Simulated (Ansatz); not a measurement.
## SiO2: how the energy converges with the cutoff

SiO2, P1, a = 5.074 Å, b = 4.994 Å, c = 5.042 Å, α, β, γ = 123.0°, 123.4°, 83.9°. Ansatz: PBEsol, PAW, cutoff varied, Γ-centred 6×6×8 mesh on 6 atoms, Gaussian smearing 0.02 eV; no spin polarisation. Single points at one geometry with displaced atoms, the cutoff alone changed; ΔE is the energy at zero smearing over the run at 600 eV. The runs up to 350 eV lie under the cutoff recommended for these PAW datasets.

| cutoff (eV) | ΔE (meV/atom) |
| --- | --- |
| 200 | 4559.62 |
| 250 | 1277.20 |
| 300 | 315.55 |
| 350 | 65.12 |
| 420 | ? |

Task: Assume ΔE falls exponentially with the cutoff, fit y = ln ΔE against x, the cutoff in eV, to the other rows, and predict the missing value.

Result: y = 8.425, 7.152, 5.754, 4.176. Means x = 275.0, y = 6.3768; Σ(Δx)² = 12500, ΣΔxΔy = -353.6; the slope is their ratio. y = 14.16 − 0.02829 x, a factor of ten per 81 eV. At 420 eV this gives ΔE = 9.76 meV/atom. The run gave 4.16, a ratio of 2.35. Between neighbouring rows the decay runs from a factor of ten per 59 eV to one per 90 eV, so one exponential is only a rough guide.

This form isn't the usual stable structure of the compound.

Cost: 6 runs of about 2.8 core-minutes in all, on Arm Neoverse V1 (shared hosts).